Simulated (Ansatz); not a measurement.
HfO2:

```
Hf O
1.0
     4.81353    0.00000    0.00000
     0.00000    4.81353    0.00000
     0.00000    0.00000    3.20542
Hf O
2 4
Direct
  0.50000 0.50000 0.50000
  0.00000 0.00000 0.00000
  0.80504 0.19496 0.50000
  0.69496 0.69496 0.00000
  0.30504 0.30504 0.00000
  0.19496 0.80504 0.50000
```

Measurements of this composition are mostly on another form, of space group No. 14.

```yaml
Program: Ansatz 0.2.0
Task: relaxation of cell and atoms
Functional: BLYP
Potentials_or_basis: Ansatz PAW
Cutoff: "420 eV (not typed: the program's choice for these potentials)"
k_mesh: 6 × 6 × 8
Occupations: fermi-dirac, width 0.05 eV
Spin: no spin polarisation
```

At the start: volume 12.38 Å³/atom.

Question: Where does the relaxation end?

Answer: It ends after 10 steps and the volume is 13.16 Å³/atom (+6.3 %); space group P4_2/mnm (No. 136, to 0.05 Å).

The path:
```
step  energy change (eV)  largest force (eV/Å)  volume (Å³)
   1              0.0000                0.1468        74.27
   2             -0.1456                0.0780        79.62
   3             -0.1578                0.0053        78.74
   4             -0.1582                0.0036        78.68
   5             -0.1583                0.0039        78.68
   6             -0.1903                0.0051        78.68
   7             -0.1895                0.0001        78.93
   8             -0.1908                0.0004        78.93
   9             -0.1907                0.0001        78.95
  10             -0.1908                0.0000        78.95
```

Final structure:
```xyz
6
Lattice="4.9214 0.0000 0.0000 0.0000 4.9214 0.0000 0.0000 0.0000 3.2595" Properties=species:S:1:pos:R:3 pbc="T T T"
Hf    2.4607    2.4607    1.6298
Hf    0.0000    0.0000    0.0000
O     3.9629    0.9585    1.6298
O     3.4193    3.4193    0.0000
O     1.5022    1.5022    0.0000
O     0.9585    3.9629    1.6298
```

Caveat: the plane-wave basis is chosen anew once the cell has moved, so the energies of steps on either side of that aren't comparable; the pressure holds a Pulay correction of +0.9 GPa for the finite cutoff; the PAW data sets come from PBE, with cores solved anew for the run's functional, which leaves a small shift of forces and pressure.
